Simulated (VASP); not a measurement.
# Se (R-3m) in VASP: settings compared

Aim: see how the results for Se move with the level of theory and the settings. Levels: PBEsol, LDA. Tasks: relaxation of cell and atoms.

All numbers are computed with VASP 6.6.1; they aren't measurements. Logs are shortened: lines on timing, memory, paths and dates and some standing lists are left out, and cuts for length are marked.

## 1. The structure

The structure is trigonal, space group R-3m (No. 166). The conventional cell has a = 3.850 Å, b = 3.850 Å, c = 2.645 Å, α = 90.00°, β = 90.00°, γ = 120.00°. Around Se (site symmetry -3m) lie 8 Se at 2.39 to 2.65 Å.

This isn't the form of Se at room conditions, which is trigonal, of chains.

## 2. Relaxation of cell and atoms, PBEsol, target pressure 94 GPa, at which the enthalpy is minimised

The input, INCAR:

```
SYSTEM = Se
PREC = Accurate
ENCUT = 600
EDIFF = 1E-6
ISMEAR = 0
SIGMA = 0.03
LREAL = .False.
LASPH = .True.
NELM = 80
ALGO = Normal
ISIF = 3
LWAVE = .False.
LCHARG = .False.
GGA = PS
IBRION = 2
NSW = 90
EDIFFG = -0.01
PSTRESS = 940.0
```

The input, KPOINTS:

```
Automatic mesh
0
Gamma
  15 15 13
  0 0 0
```

The input, POSCAR:

```
Se
1.0
    1.9250000000      1.1113992682      0.8816666667
   -1.9250000000      1.1113992682      0.8816666667
    0.0000000000     -2.2227985364      0.8816666667
Se
1
Direct
    0.0000000000      0.0000000000      0.0000000000
```

Potentials or basis: VASP PAW PBE potentials, release 64 (Se).

On the command line:

```bash
> cat potpaw_PBE.64/Se/POTCAR > POTCAR
> mpirun -np 1 vasp_std > vasp.out
```

OUTCAR:

```text
SYSTEM = Se
   PREC = Accurate
   ENCUT = 600
   EDIFF = 1E-6
   ISMEAR = 0
   LREAL = .False.
   LASPH = .True.
   NELM = 80
   ISIF = 3
   GGA = PS
   IBRION = 2
   NSW = 90
   EDIFFG = -0.01
   PSTRESS = 940.0

 ion  position               nearest neighbor table
   1  0.000  0.000  0.000-

  LATTYP: Found a trigonal (rhomboedric) cell.
 ALAT       =     2.3912694211
 COS(alpha) =    -0.2960878603

  Lattice vectors:

 A1 = (   1.9250000000,   1.1113992682,   0.8816666667)
 A2 = (  -1.9250000000,   1.1113992682,   0.8816666667)
 A3 = (   0.0000000000,  -2.2227985364,   0.8816666667)

Analysis of symmetry for initial positions (statically):
=====================================================================
 Subroutine PRICEL returns:
 Original cell was already a primitive cell.

 Routine SETGRP: Setting up the symmetry group for a
 trigonal (rhombohedral) supercell.

 Subroutine GETGRP returns: Found 12 space group operations
 (whereof 12 operations were pure point group operations)
 out of a pool of 12 trial point group operations.

The static configuration has the point symmetry D_3d.

Analysis of symmetry for dynamics (positions and initial velocities):
=====================================================================
 Subroutine PRICEL returns:
 Original cell was already a primitive cell.

 Routine SETGRP: Setting up the symmetry group for a
 trigonal (rhombohedral) supercell.

 Subroutine GETGRP returns: Found 12 space group operations
 (whereof 12 operations were pure point group operations)
 out of a pool of 12 trial point group operations.

The dynamic configuration has the point symmetry D_3d.

 Subroutine INISYM returns: Found 12 space group operations
 (whereof 12 operations are pure point group operations),
 and found     1 'primitive' translations

----------------------------------------------------------------------------------------

                                     Primitive cell

  volume of cell :      11.3177

  direct lattice vectors                    reciprocal lattice vectors
     1.925000000  1.111399268  0.881666667     0.259740260  0.149961109  0.378071834
    -1.925000000  1.111399268  0.881666667    -0.259740260  0.149961109  0.378071834
     0.000000000 -2.222798536  0.881666667     0.000000000 -0.299922218  0.378071834

  length of vectors
     2.391269421  2.391269421  2.391269421     0.482588487  0.482588487  0.482588487

  position of ions in fractional coordinates (direct lattice)
     0.000000000  0.000000000  0.000000000

  ion indices of the primitive-cell ions
   primitive index   ion index
                 1           1

[... 111 lines left out ...]
   IMIX   =      4    mixing-type and parameters
     AMIX     =   0.40;   BMIX     =  1.00
     AMIX_MAG =   1.60;   BMIX_MAG =  1.00
  volume/ion in A,a.u.               =      11.32        76.38
  Fermi-wavevector in a.u.,A,eV,Ry     =   1.324971  2.503832 23.885687  1.755548
  Thomas-Fermi vector in A             =   2.454466
   LORBIT       =      0    0 simple, 1 ext, 2 COOP (PROOUT), +10 PAW based schemes
   GGA     = PS    functional components
   LHFCALC =     F    Hartree Fock is set to
   AEXX    =    0.0000 exact exchange contribution
   IVDW    =     0    specifies the selected vdW correction
   LEPSILON=     F    determine dielectric tensor
   LRPA    =     F    only Hartree local field effects (RPA)
 conjugate gradient relaxation of ions
 non-spin polarized calculation
 Gauss-broadening in eV      SIGMA  =   0.03
  energy-cutoff  :      600.00
  volume of cell :       11.32
 maximum number of plane-waves:       393
   NGX =  9   NGY =  9   NGZ =  9

--------------------------------------- Ionic step        1  -------------------------------------------

 number of electron       6.0000000 magnetization

 Free energy of the ion-electron system (eV)
  ---------------------------------------------------
  ext. energy  EPLUGINS =         0.00000000
  ---------------------------------------------------
  free energy    TOTEN  =        -1.06866906 eV

  energy without entropy =       -1.06841712  energy(sigma->0) =       -1.06854309

------------------------ aborting loop because EDIFF is reached ----------------------------------------

  FORCE on cell =-STRESS in cart. coord.  units (eV):
  Direction    XX          YY          ZZ          XY          YZ          ZX
  --------------------------------------------------------------------------------------
  -------------------------------------------------------------------------------------
  Total       10.8639488     10.8639488     10.5473764      0.0000000      0.0000000      0.0000000
  in kB     1537.9484621   1537.9484622   1493.1330701      0.0000000      0.0000000      0.0000000
  external PRESSURE =     583.0099981 kB  Pullay stress =     940.0000000 kB
[... 24 lines left out ...]
--------------------------------------- Ionic step        2  -------------------------------------------

 number of electron       6.0000001 magnetization

 E-fermi :   5.9196     XC(G=0): -10.9052

 val. band max:        5.9153339996   @ k =  -0.2000   0.0000   0.1538
 cond. band min:       5.9328795350   @ k =   0.4667   0.3333   0.1538
 fundamental gap:      0.0175455354
 Fermi energy:         5.9195702975

 k-point     1 :       0.0000    0.0000    0.0000
  band No.  band energies     occupation
      1     -10.6402      2.00000
      2       8.3068      0.00000
      3       9.4253      0.00000
      4       9.4253      0.00000
      5      16.8432      0.00000
      6      17.4889      0.00000
      7      17.4889      0.00000
[... 299 lines left out ...]
  energy  without entropy=       -2.2649197407  energy(sigma->0) =       -2.26507696

  enthalpy is  TOTEN    =         5.3563312217 eV   P V=        7.6215654019

[... ionic steps 4 to 16 ...]

--------------------------------------- Ionic step       17  -------------------------------------------

 number of electron       6.0000000 magnetization

------------------------ aborting loop because EDIFF is reached ----------------------------------------
[... 69 lines left out ...]
--------------------------------------- Ionic step       19  -------------------------------------------

 number of electron       6.0000000 magnetization

 Free energy of the ion-electron system (eV)
  ---------------------------------------------------
  ext. energy  EPLUGINS =         0.00000000
  ---------------------------------------------------
  free energy    TOTEN  =        -2.18057442 eV

  energy without entropy =       -2.18045025  energy(sigma->0) =       -2.18051234

 E-fermi :  12.4119     XC(G=0): -12.8688

 val. band max:       12.4072289356   @ k =  -0.2000   0.3333   0.0769
 cond. band min:      12.4128897441   @ k =  -0.2667   0.4000   0.3846
 fundamental gap:      0.0056608085
 Fermi energy:        12.4119219899

 k-point     1 :       0.0000    0.0000    0.0000
  band No.  band energies     occupation
      1      -9.4055      2.00000
      2      16.1081      0.00000
      3      18.6040      0.00000
      4      18.6040      0.00000
      5      23.1924      0.00000
      6      23.1924      0.00000
      7      26.3310      0.00000
[... 262 lines left out ...]
  energy  without entropy=       -2.1804502511  energy(sigma->0) =       -2.18051234

  enthalpy is  TOTEN    =         5.3350734273 eV   P V=        7.5156478469

 reached required accuracy - stopping structural energy minimisation
```

OSZICAR:

```text
N       E                     dE             d eps       ncg     rms          rms(c)
DAV:   1     0.124874754777E+02    0.12487E+02   -0.37713E+03 11200   0.893E+02
DAV:   2    -0.981138278923E+00   -0.13469E+02   -0.12927E+02 15365   0.925E+01
[... 120 lines left out ...]
DAV:   1    -0.217882834086E+01   -0.58271E-03   -0.10096E-05 13104   0.206E-02    0.200E-03
DAV:   2    -0.217882822916E+01    0.11170E-06   -0.21447E-07  6797   0.414E-03
  18 F= 0.53350750E+01 E0= 0.53351359E+01  d E =-.106340E-05
       N       E                     dE             d eps       ncg     rms          rms(c)
DAV:   1    -0.218057535360E+01   -0.17470E-02   -0.82996E-05 13923   0.588E-02    0.602E-03
DAV:   2    -0.218057441958E+01    0.93401E-06   -0.17801E-06 13307   0.118E-02
  19 F= 0.53350734E+01 E0= 0.53351355E+01  d E =-.263741E-05
```

Run time: 4.2 min. Hardware: 1 thread of Intel Xeon Platinum 8488C (Sapphire Rapids), shared host; peak memory 0.2 GiB.

What came out:

| Property | Result |
| --- | --- |
| Free energy | -2.1806 eV |
| Relaxed volume | 12.81 Å³/atom |
| Relaxed cell | a = 2.451 Å, b = 2.451 Å, c = 2.451 Å, α = 105.24°, β = 105.24°, γ = 105.24° |
| Space group after relaxing (to 0.05 Å) | R-3m (No. 166) |
| Energy change on relaxing (the enthalpy is what falls) | -1111.9 meV/atom |
| Ionic steps | 19 |
| Pressure after relaxing | 94.0 GPa |
| Band gap on the k mesh | none (metal or under the smearing width) |

Step by step:
| step | energy change (eV) | largest force (eV/Å) | pressure (GPa) | volume (Å³) |
| --- | --- | --- | --- | --- |
| 1 | 0.0000 | 0.0000 | 152.30 | 11.32 |
| 2 | -2.3611 | 0.0000 | -0.45 | 19.49 |
| 3 | -1.1966 | 0.0000 | 83.69 | 12.99 |
| 4 | -1.0348 | 0.0000 | 92.97 | 12.70 |
| 5 | -1.0161 | 0.0000 | 94.05 | 12.66 |
| 6 | -1.0218 | 0.0000 | 94.07 | 12.67 |
| 7 | -1.0373 | 0.0000 | 94.40 | 12.69 |
| 8 | -1.0570 | 0.0000 | 96.06 | 12.72 |
| 9 | -1.0186 | 0.0000 | 101.95 | 12.72 |
| 10 | -1.0598 | 0.0000 | 96.45 | 12.72 |
| 11 | -1.0619 | 0.0000 | 97.20 | 12.73 |
| 12 | -1.0612 | 0.0000 | 96.76 | 12.72 |
| 13 | -1.0781 | 0.0000 | 95.96 | 12.75 |
| 14 | -1.0875 | 0.0000 | 95.53 | 12.77 |
| 15 | -1.0933 | 0.0000 | 95.15 | 12.78 |
| 16 | -1.1092 | 0.0000 | 94.11 | 12.81 |
| 17 | -1.1096 | 0.0000 | 94.09 | 12.81 |
| 18 | -1.1102 | 0.0000 | 94.08 | 12.81 |
| 19 | -1.1119 | 0.0000 | 94.03 | 12.81 |

Final structure:
```cif
data_structure
_symmetry_space_group_name_H-M 'P 1'
_symmetry_Int_Tables_number 1
_cell_length_a 2.4512
_cell_length_b 2.4512
_cell_length_c 2.4512
_cell_angle_alpha 105.237
_cell_angle_beta 105.237
_cell_angle_gamma 105.237
_cell_volume 12.81
loop_
_atom_site_label
_atom_site_type_symbol
_atom_site_fract_x
_atom_site_fract_y
_atom_site_fract_z
_atom_site_occupancy
Se1 Se 0.00000 0.00000 0.00000 1
```

Levels at points of the mesh, in eV from the Fermi level:
```tsv
k point	band 1	band 2	band 3	band 4	band 5	band 6	band 7
(0.00, 0.00, 0.00)	-21.82	3.70	6.19	6.19	10.78	10.78	13.92
```

Caveat: the cell is relaxed towards a set pressure, so the enthalpy falls and the energy may rise; the PAW data sets were made with another functional, which shifts forces and pressure a little. Zero-point motion and thermal expansion aren't in these numbers.

## 3. Relaxation of cell and atoms, PBEsol, target pressure 94 GPa, at which the enthalpy is minimised

This run uses another cell than the first one, of 12.81 Å³/atom, 1.132 times its volume.

INCAR, as its differences from that of step 2:

```diff
@@ -3,3 +3,3 @@
 ENCUT = 600
-EDIFF = 1E-6
+EDIFF = 1E-7
 ISMEAR = 0
@@ -16,3 +16,3 @@
 NSW = 90
-EDIFFG = -0.01
+EDIFFG = -0.005
 PSTRESS = 940.0
```

KPOINTS is that of step 2.

The input, POSCAR:

```
Se                                      
1.0
    1.9477607137      1.1245401725      0.9747367146
   -1.9477607137      1.1245401725      0.9747367146
    0.0000000000     -2.2490803451      0.9747367146
  Se            
     1
Direct
     0.0000000000000000    0.0000000000000000    0.0000000000000000
```

Potentials or basis: VASP PAW PBE potentials, release 64 (Se).

On the command line:

```bash
> cat potpaw_PBE.64/Se/POTCAR > POTCAR
> mpirun -np 1 vasp_std > vasp.out
```

It took 29 s on 1 thread of Intel Xeon Platinum 8488C (Sapphire Rapids), shared host; peak memory 0.2 GiB.

It converged, with:

```yaml
Free_energy: -2.1807 eV
Pressure_after_relaxing: 94.0 GPa
Band_gap_on_the_k_mesh: none (metal or under the smearing width)
```

Final structure:
```xyz
1
Lattice="1.9478 1.1245 0.9747 -1.9478 1.1245 0.9747 0.0000 -2.2491 0.9747" Properties=species:S:1:pos:R:3 pbc="T T T"
Se    0.0000    0.0000    0.0000
```

Levels at points of the mesh, in eV from the Fermi level:
```
           k point  band 1  band 2  band 3  band 4  band 5  band 6  band 7
(0.00, 0.00, 0.00)  -21.82    3.70    6.19    6.19   10.78   10.78   13.92
```

Caveat: the relaxation stopped at its first step, so nothing moved; the cell is relaxed towards a set pressure, so the enthalpy falls and the energy may rise; the PAW data sets were made with another functional, which shifts forces and pressure a little.

## 4. Relaxation of cell and atoms, LDA, target pressure 110 GPa, at which the enthalpy is minimised

The input, INCAR:

```
ALGO = Normal ; EDIFF = 1E-6
EDIFFG = -0.01 ; ENCUT = 600
IBRION = 2 ; ISIF = 3
ISMEAR = 0 ; LASPH = T
LCHARG = F ; LREAL = F
LWAVE = F ; NELM = 80
NSW = 90 ; PREC = Accurate
PSTRESS = 1100.0 ; SIGMA = 0.03
```

The input, KPOINTS:

```
k-points
0
Gamma
  15 15 13
```

The input, POSCAR:

```
Se
1.0
    1.9250000000      1.1113992682      0.8816666667
   -1.9250000000      1.1113992682      0.8816666667
    0.0000000000     -2.2227985364      0.8816666667
Se
1
Direct
    0.0000000000      0.0000000000      0.0000000000
```

Potentials or basis: VASP PAW LDA potentials, release 64 (Se).

On the command line:

```bash
> cat potpaw_LDA.64/Se/POTCAR > POTCAR
> mpirun -np 1 vasp_std > vasp.out
```

Run time: 4 min. Hardware: 1 thread of Intel Xeon Platinum 8259CL at 2.50GHz (Skylake/Cascade Lake), shared host; peak memory 0.19 GiB.

The run converged. Its results:

```
Free energy                                            : -2.1926 eV
Relaxed volume                                         : 12.18 Å³/atom
Relaxed cell                                           : a = 2.437 Å, b = 2.437 Å, c = 2.437 Å, α = 106.63°, β = 106.63°, γ = 106.63°
Space group after relaxing (to 0.05 Å)                 : R-3m (No. 166)
Energy change on relaxing (the enthalpy is what falls) : -691.0 meV/atom
Ionic steps                                            : 12
Pressure after relaxing                                : 110.0 GPa
Band gap on the k mesh                                 : none (metal or under the smearing width)
```

Stress tensor (GPa, compression positive):
```
110.07   0.00   0.00
  0.00 110.07   0.00
  0.00   0.00 109.88
```

The path:
```tsv
step	energy change (eV)	largest force (eV/Å)	pressure (GPa)	volume (Å³)
1	0.0000	0.0000	148.73	11.32
2	-2.1177	0.0000	19.17	16.42
3	-0.7589	0.0000	104.62	12.29
4	-0.6714	0.0000	109.68	12.16
5	-0.6596	0.0000	110.36	12.14
6	-0.6641	0.0000	110.28	12.15
7	-0.6760	0.0000	110.42	12.16
8	-0.6919	0.0000	111.26	12.19
9	-0.6845	0.0000	110.72	12.17
10	-0.6815	0.0000	110.56	12.17
11	-0.7650	0.0000	105.83	12.29
12	-0.6910	0.0000	110.01	12.18
```

Final structure:
```
Se
1.0
     1.95464    1.12851    0.92043
    -1.95464    1.12851    0.92043
     0.00000   -2.25702    0.92043
Se
1
Direct
  0.00000 0.00000 0.00000
```

Levels at points of the mesh, in eV from the Fermi level:
```
           k point  band 1  band 2  band 3  band 4  band 5  band 6  band 7
(0.00, 0.00, 0.00)  -22.51    4.49    6.82    6.82   11.81   11.81   14.44
```

Caveat: the cell is relaxed towards a set pressure, so the enthalpy falls and the energy may rise.

## 5. Relaxation of cell and atoms, LDA, target pressure 110 GPa, at which the enthalpy is minimised

This run uses another cell than the first one, of 12.18 Å³/atom, 1.076 times its volume.

INCAR, as its differences from that of step 4:

```diff
@@ -1,3 +1,3 @@
-ALGO = Normal ; EDIFF = 1E-6
-EDIFFG = -0.01 ; ENCUT = 600
+ALGO = Normal ; EDIFF = 1E-7
+EDIFFG = -0.005 ; ENCUT = 600
 IBRION = 2 ; ISIF = 3
```

KPOINTS is that of step 4.

The input, POSCAR:

```
Se                                      
1.0
    1.9546396243      1.1285117133      0.9204279739
   -1.9546396243      1.1285117133      0.9204279739
    0.0000000000     -2.2570234267      0.9204279739
  Se            
     1
Direct
     0.0000000000000000    0.0000000000000000    0.0000000000000000
```

On the command line:

```bash
> cat potpaw_LDA.64/Se/POTCAR > POTCAR
> mpirun -np 1 vasp_std > vasp.out
```

It took 52 s on 1 thread of Intel Xeon Platinum 8259CL at 2.50GHz (Skylake/Cascade Lake), shared host; peak memory 0.19 GiB.

It converged, with:

```
Free energy                                            : -2.1925 eV
Energy change on relaxing (the enthalpy is what falls) : +0.2 meV/atom
Ionic steps                                            : 2
Pressure after relaxing                                : 110.0 GPa
Band gap on the k mesh                                 : none (metal or under the smearing width)
```

The path:
```
step  energy change (eV)  largest force (eV/Å)  pressure (GPa)  volume (Å³)
   1              0.0000                0.0000          110.00        12.18
   2              0.0002                0.0000          109.97        12.18
```

Final structure:
```cif
data_structure
_symmetry_space_group_name_H-M 'P 1'
_symmetry_Int_Tables_number 1
_cell_length_a 2.4378
_cell_length_b 2.4378
_cell_length_c 2.4378
_cell_angle_alpha 106.640
_cell_angle_beta 106.640
_cell_angle_gamma 106.640
_cell_volume 12.18
loop_
_atom_site_label
_atom_site_type_symbol
_atom_site_fract_x
_atom_site_fract_y
_atom_site_fract_z
_atom_site_occupancy
Se1 Se 0.00000 0.00000 0.00000 1
```

Levels at points of the mesh, in eV from the Fermi level:
| k point | band 1 | band 2 | band 3 | band 4 | band 5 | band 6 | band 7 |
| --- | --- | --- | --- | --- | --- | --- | --- |
| (0.00, 0.00, 0.00) | -22.51 | 4.50 | 6.82 | 6.82 | 11.82 | 11.82 | 14.45 |

Caveat: the cell is relaxed towards a set pressure, so the enthalpy falls and the energy may rise.
